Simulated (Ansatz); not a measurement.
# Migration of Co in Si

Level of theory: DFT PBEsol, scalar-relativistic, plane waves, PAW in Ansatz 0.2.0. Run with 420 eV cutoff, 3×3×3 k-mesh, Gaussian smearing of 0.02 eV, collinear spin.

Host crystal, relaxed:

```xyz
2
Lattice="0.0000 2.7169 2.7169 2.7169 0.0000 2.7169 2.7169 2.7169 0.0000" Properties=species:S:1:pos:R:3 pbc="T T T"
Si    4.0754    4.0754    4.0754
Si    2.7169    2.7169    2.7169
```

In a supercell of 16 host sites, interstitial Co hops to an equivalent place, moving 2.15 Å between the relaxed ends. Climbing-image nudged elastic band at fixed cell with images 0 (start) to 4 (end), the path measured over all atoms, converged to 0.05 eV/Å; the order of the saddle wasn't checked, and the small cell leaves errors of about a tenth of an eV.

Supercell rows in host cell vectors: 0 -2 2; 0 0 2; -2 0 2. Co was set at (0.000, 0.000, 0.000) of the host cell.

At the relaxed start Co has 3 Si at 2.37 Å, 1 Si at 2.39 Å, 3 Si at 2.64 Å, 2 Si at 2.78 Å, 1 Si at 2.79 Å.

With moments and this functional the run may sit in a state above the lowest one.

Q: How high is the barrier, and where does the atom pass?

A: 0.22 eV at image 2, where Co has 6 Si at 2.30 Å.

Cost: 1 run of about 57 core-minutes, on Arm Neoverse V1 (shared hosts).